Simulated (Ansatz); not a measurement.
# Ag: the cost of one run

Program: Ansatz 0.2.0. Level of theory: DFT PBE, scalar-relativistic, plane waves, PAW. These are calculated values, not measurements.

2 further runs of the same task are left out: 1 that didn't finish, 1 set aside as unsound or not needed.

## (1) The starting structure

Symmetry: Im-3m, No. 229, cubic system. Conventional cell: a = 3.303 Å, b = 3.303 Å, c = 3.303 Å, α = 90.00°, β = 90.00°, γ = 90.00°. Around Ag (site symmetry m-3m) lie 8 Ag at 2.86 Å.

Structure file:

```xyz
1
Lattice="-1.6516 1.6516 1.6516 1.6516 -1.6516 1.6516 1.6516 1.6516 -1.6516" Properties=species:S:1:pos:R:3 pbc="T T T"
Ag    0.0000    0.0000    0.0000
```

It goes back to an entry of the Materials Project, which need not be the stable form.

It is the result of an earlier relaxation at this level (volume 18.02 Å³/atom; gap on the mesh: none (metal)).

## (2) Tight relaxation for the response runs, with the smearing for a metal

Response functions are second derivatives at a minimum, so forces and stress are first brought close to zero on the mesh and occupations that the response runs use.

The input, input.yaml:

```yaml
crystal:
  lattice:
    - [-1.6515992187, 1.6515992187, 1.6515992187]
    - [1.6515992187, -1.6515992187, 1.6515992187]
    - [1.6515992187, 1.6515992187, -1.6515992187]
  atoms:
    - { symbol: Ag, position: [0.0, 0.0, 0.0] }
basis:
  ecutwfc: 420
kpoints:
  mp_grid: { grid: [20, 20, 20] }
hamiltonian:
  xc: pbe
scf:
  occupations: { method: fermi_dirac, width: 0.15 }
output:
  forces: true
  stress: true
  eigenvalues: true
relax:
  adjacent_minimum: "off"
  f_tol: 0.001
  max_steps: 60
  cell: { stress_tol: 0.01 }
```

The run is started by

```sh
ansatz run input.yaml --threads 1 --pin off --max-ram 3072MiB --backend cpu --events-out ev --progress --plain --runs-dir out
```

**Question.** How long does this run take on 1 thread of Arm Neoverse V2, shared host, and how much memory does it need?

About 9.7 s, with a peak of 0.34 GiB.
